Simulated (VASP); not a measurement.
# Si2Mo (P6_222) in VASP: settings compared, part 2 of 3

VASP 6.6.1. Earlier steps stand in the parts before.

### 3 Dielectric tensor, LDA

File INCAR:

```
PREC = Accurate
ENCUT = 520
EDIFF = 1E-8
ISMEAR = 0
SIGMA = 0.02
LREAL = False
LASPH = True
NELM = 60
ALGO = Fast
ISIF = 2
LWAVE = False
LCHARG = False
LEPSILON = True
KPAR = 4
```

File KPOINTS:

```
regular mesh
0
Gamma
  8 8 4
```

File POSCAR:

```
Si2Mo
1.0
    4.5854715599      0.0000000000      0.0000000000
   -2.2927357800      3.9711348592      0.0000000000
    0.0000000000      0.0000000000      6.5797601000
Mo Si
3 6
Direct
    0.5000000000      0.5000000000      0.8333333333
    0.0000000000      0.5000000000      0.1666666667
    0.5000000000      0.0000000000      0.5000000000
    0.1638729800      0.3277459600      0.5000000000
    0.6722540400      0.8361270200      0.1666666667
    0.8361270200      0.1638729800      0.8333333333
    0.8361270200      0.6722540400      0.5000000000
    0.3277459600      0.1638729800      0.1666666667
    0.1638729800      0.8361270200      0.8333333333
```

Potentials or basis: VASP PAW LDA potentials, release 64 (Mo_sv, Si).

The run is started by

```console
> cat potpaw_LDA.64/Mo_sv/POTCAR potpaw_LDA.64/Si/POTCAR > POTCAR
> mpirun -np 4 vasp_std > vasp.out
```

OUTCAR:

```text
PREC = Accurate
   ENCUT = 520
   EDIFF = 1E-8
   ISMEAR = 0
   LREAL = False
   LASPH = True
   NELM = 60
   ISIF = 2
   LEPSILON = True

 ion  position               nearest neighbor table
   1  0.500  0.500  0.833-   4 2.57   7 2.57   5 2.57   8 2.57   9 2.64   6 2.64   9 2.64   6 2.64
                             6 2.67   9 2.67   3 3.17   3 3.17   2 3.17   2 3.17
   2  0.000  0.500  0.167-   4 2.57   7 2.57   6 2.57   9 2.57   8 2.64   5 2.64   5 2.64   8 2.64
                             5 2.67   8 2.67   3 3.17   3 3.17   1 3.17   1 3.17
   3  0.500  0.000  0.500-   6 2.57   9 2.57   8 2.57   5 2.57   4 2.64   7 2.64   7 2.64   4 2.64
                             4 2.67   7 2.67   2 3.17   2 3.17   1 3.17   1 3.17
   4  0.164  0.328  0.500-   6 2.55   8 2.55   1 2.57   2 2.57   7 2.60   3 2.64   3 2.64   3 2.67
                             7 2.67   7 2.67   5 3.15   9 3.15
   5  0.672  0.836  0.167-   7 2.55   6 2.55   3 2.57   1 2.57   8 2.60   2 2.64   2 2.64   2 2.67
                             8 2.67   8 2.67   4 3.15   9 3.15
   6  0.836  0.164  0.833-   4 2.55   5 2.55   3 2.57   2 2.57   9 2.60   1 2.64   1 2.64   1 2.67
                             9 2.67   9 2.67   7 3.15   8 3.15
   7  0.836  0.672  0.500-   9 2.55   5 2.55   1 2.57   2 2.57   4 2.60   3 2.64   3 2.64   3 2.67
                             4 2.67   4 2.67   8 3.15   6 3.15
   8  0.328  0.164  0.167-   4 2.55   9 2.55   3 2.57   1 2.57   5 2.60   2 2.64   2 2.64   2 2.67
                             5 2.67   5 2.67   7 3.15   6 3.15
   9  0.164  0.836  0.833-   7 2.55   8 2.55   3 2.57   2 2.57   6 2.60   1 2.64   1 2.64   1 2.67
                             6 2.67   6 2.67   4 3.15   5 3.15

  LATTYP: Found a hexagonal cell.
 ALAT       =     4.5854715599
 C/A-ratio  =     1.4349146024

  Lattice vectors:

 A1 = (   4.5854715599,   0.0000000000,   0.0000000000)
 A2 = (  -2.2927357800,   3.9711348592,   0.0000000000)
 A3 = (   0.0000000000,   0.0000000000,   6.5797601000)

Analysis of symmetry for initial positions (statically):
=====================================================================
 Subroutine PRICEL returns:
 Original cell was already a primitive cell.

 Routine SETGRP: Setting up the symmetry group for a
 hexagonal supercell.

 Subroutine GETGRP returns: Found 12 space group operations
 (whereof  4 operations were pure point group operations)
 out of a pool of 24 trial point group operations.

The static configuration has the point symmetry D_2 .
 The point group associated with its full space group is D_6 .

Analysis of symmetry for dynamics (positions and initial velocities):
=====================================================================
 Subroutine PRICEL returns:
 Original cell was already a primitive cell.

 Routine SETGRP: Setting up the symmetry group for a
 hexagonal supercell.

 Subroutine GETGRP returns: Found 12 space group operations
 (whereof  4 operations were pure point group operations)
 out of a pool of 24 trial point group operations.

The dynamic configuration has the point symmetry D_2 .
 The point group associated with its full space group is D_6 .

 Subroutine INISYM returns: Found 12 space group operations
 (whereof  4 operations are pure point group operations),
 and found     1 'primitive' translations

----------------------------------------------------------------------------------------

                                     Primitive cell
[... 1186 lines left out ...]
     -1.14637      1.98557      1.09663        -0.000000     -0.000000      0.000000
      2.29274      0.00000      3.28988        -0.000000     -0.000000      0.000000
     -0.00000      1.30152      3.28988        -0.000000      0.048741      0.000000
      1.16558      3.32037      1.09663        -0.042211     -0.024371      0.000000
      3.45832      0.65076      5.48313        -0.042211      0.024371      0.000000
      2.29274      2.66961      3.28988         0.000000     -0.048741      0.000000
      1.12715      0.65076      1.09663         0.042211      0.024371     -0.000000
     -1.16558      3.32037      5.48313         0.042211     -0.024371     -0.000000
 -----------------------------------------------------------------------------------
    total drift:                               -0.000000     -0.000000      0.000001

  FREE ENERGIE OF THE ION-ELECTRON SYSTEM (eV)
  ---------------------------------------------------
  free  energy   TOTEN  =       -77.1790681291 eV

  energy  without entropy=      -77.1788661767  energy(sigma->0) =      -77.17896715

 HEAD OF MICROSCOPIC STATIC DIELECTRIC TENSOR (INDEPENDENT PARTICLE, excluding Hartree and local field effects)
 ------------------------------------------------------
          30.857474    -0.000000     0.000000
          -0.000000    30.857474     0.000000
          -0.000000    -0.000000    27.896642
 ------------------------------------------------------

 Free energy of the ion-electron system (eV)
  ---------------------------------------------------
  ---------------------------------------------------
  free energy    TOTEN  =        -9.76936948 eV

  energy without entropy =       -9.76936948

------------------------ aborting loop because EDIFF is reached ----------------------------------------

--------------------------------------- Ionic step        2  -------------------------------------------

------------------------ aborting loop because EDIFF is reached ----------------------------------------

--------------------------------------- Ionic step        3  -------------------------------------------

 Free energy of the ion-electron system (eV)
  ---------------------------------------------------
  ---------------------------------------------------
  free energy    TOTEN  =        -8.74249127 eV

  energy without entropy =       -8.74249127

------------------------ aborting loop because EDIFF is reached ----------------------------------------

 PIEZOELECTRIC TENSOR FIELD DIRECTION 3  (e Angst)
 -----------------------------------------------------------------------------
     0.01106 -0.00000 -0.00000           ( -0.00001  0.00000 -0.00000)
     0.00000  0.01106  0.00000           (  0.00000 -0.00001  0.00000)
    -0.00000 -0.00000 -0.00363           ( -0.00000  0.00000  0.00000)

 PIEZOELECTRIC TENSOR FIELD DIRECTION 3  (C/m^2)
 -----------------------------------------------------------------------------
     0.00148 -0.00000 -0.00000
     0.00000  0.00148  0.00000
    -0.00000 -0.00000 -0.00049

 MACROSCOPIC STATIC DIELECTRIC TENSOR (including local field effects in DFT)
 ------------------------------------------------------
          29.923401    -0.000000     0.000000
          -0.000000    29.923401     0.000000
          -0.000000     0.000000    27.047878
 ------------------------------------------------------

 PIEZOELECTRIC TENSOR (including local field effects)  for field in x, y, z        (e  Angst)
          XX          YY          ZZ          XY          YZ          ZX
  --------------------------------------------------------------------------------
  x     0.00000    -0.00000     0.00000     0.00000    -3.46549    -0.00000
  y     0.00000     0.00000     0.00000     0.00000     0.00000     3.46549
  z    -0.00000    -0.00000     0.00000     0.00000     0.00000     0.00000

 PIEZOELECTRIC TENSOR (including local field effects)  for field in x, y, z        (C/m^2)
          XX          YY          ZZ          XY          YZ          ZX
  --------------------------------------------------------------------------------
  x     0.00000    -0.00000     0.00000     0.00000    -0.46341    -0.00000
  y     0.00000     0.00000     0.00000     0.00000     0.00000     0.46341
  z    -0.00000    -0.00000     0.00000     0.00000     0.00000     0.00000

 BORN EFFECTIVE CHARGES (including local field effects) (in |e|, cummulative output)
 ---------------------------------------------------------------------------------
 ion    1
    1    -8.34532     0.41669     0.00000
    2     0.41669    -7.86417     0.00000
    3    -0.00000     0.00000    -7.88649
 ion    2
    1    -8.34532    -0.41669     0.00000
    2    -0.41669    -7.86417     0.00000
    3    -0.00000     0.00000    -7.88649
 ion    3
    1    -7.62359     0.00000     0.00000
    2     0.00000    -8.58590    -0.00000
    3     0.00000     0.00000    -7.88649
 ion    4
    1     4.16129    -0.00000     0.67030
    2    -0.00000     3.94345     0.00000
    3     1.17776     0.00000     3.94325
 ion    5
[... 4 lines left out ...]
    1     3.99791     0.09433     0.33515
    2     0.09433     4.10683     0.58049
    3     0.58888     1.01997     3.94325
 ion    7
    1     4.16129    -0.00000    -0.67030
    2    -0.00000     3.94345     0.00000
    3    -1.17776     0.00000     3.94325
 ion    8
    1     3.99791    -0.09433     0.33515
    2    -0.09433     4.10683    -0.58049
    3     0.58888    -1.01997     3.94325
 ion    9
    1     3.99791     0.09433    -0.33515
    2     0.09433     4.10683    -0.58049
    3    -0.58888    -1.01997     3.94325
```

It took 6.1 min on 4 MPI ranks of Intel Xeon 6975P-C (Granite Rapids), shared host; peak memory 0.82 GiB.

Results:

| Property | Result |
| --- | --- |
| Band gap on the k mesh | 0.02 eV, indirect (least direct gap 0.50 eV) |
| Electronic dielectric tensor (diagonal) | 29.92, 29.92, 27.05 |
| Born charges (mean of the diagonal) | Mo -8.03; Si +4.02 e |

Electronic dielectric tensor:
```
29.92  0.00  0.00
 0.00 29.92  0.00
 0.00  0.00 27.05
```

Born effective charge tensors (e):
atom 1, Mo
```
-8.35  0.42  0.00
 0.42 -7.86  0.00
 0.00  0.00 -7.89
```
atom 2, Mo
```
-8.35 -0.42  0.00
-0.42 -7.86  0.00
 0.00  0.00 -7.89
```
atom 3, Mo
```
-7.62  0.00  0.00
 0.00 -8.59  0.00
 0.00  0.00 -7.89
```
atom 4, Si
```
4.16 0.00 0.67
0.00 3.94 0.00
1.18 0.00 3.94
```
atom 5, Si
```
 4.00 -0.09 -0.34
-0.09  4.11  0.58
-0.59  1.02  3.94
```
atom 6, Si
```
4.00 0.09 0.34
0.09 4.11 0.58
0.59 1.02 3.94
```
atom 7, Si
```
 4.16  0.00 -0.67
 0.00  3.94  0.00
-1.18  0.00  3.94
```
atom 8, Si
```
 4.00 -0.09  0.34
-0.09  4.11 -0.58
 0.59 -1.02  3.94
```
atom 9, Si
```
 4.00  0.09 -0.34
 0.09  4.11 -0.58
-0.59 -1.02  3.94
```

Caveat: the gap is small at this level, which inflates the dielectric constant.

(Part 2 of 3 ends here.)
